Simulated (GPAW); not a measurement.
Ti3Pt in GPAW: the effect of target pressure

Crystal: Ti3Pt.

```
CELL_PARAMETERS angstrom
5.03000 0.00000 0.00000
0.00000 5.03000 0.00000
0.00000 0.00000 5.03000
ATOMIC_POSITIONS crystal
Pt 0.50000 0.50000 0.50000
Pt 0.00000 0.00000 0.00000
Ti 0.00000 0.50000 0.25000
Ti 0.00000 0.50000 0.75000
Ti 0.50000 0.25000 0.00000
Ti 0.75000 0.00000 0.50000
Ti 0.50000 0.75000 0.00000
Ti 0.25000 0.00000 0.50000
```

Alike in all runs:

```yaml
Program: GPAW 26.7.0
Task: relaxation of cell and atoms
Functional: PBEsol
Potentials_or_basis: PAW data sets generated in the run's folder for this functional
Cutoff: 600 eV
Basis: pw
k_mesh: 4 × 4 × 4
Occupations: fermi-dirac, width 0.05 eV
Spin: no spin polarisation
```

Each run relaxes the cell or the atoms first.

```csv
target pressure,target pressure,relaxed volume (Å³/atom)
0 GPa,-,15.43
2 GPa,2 GPa,15.27
5 GPa,5 GPa,15.03
10 GPa,10 GPa,14.66
20 GPa,20 GPa,?
30 GPa,30 GPa,13.54
```

Problem. What does the run with target pressure 20 GPa give?

Solution. Relaxed volume 14.05 Å³/atom.

Worked out: In Murnaghan's law V^(-B') rises as a straight line in P. The other rows fit best with B' = 3.8, V0 = 15.44 Å³/atom and B0 = 177 GPa, which gives 14.05 Å³/atom at 20 GPa, against the run's 14.05.

Caveats: later steps reuse the first step's grids.
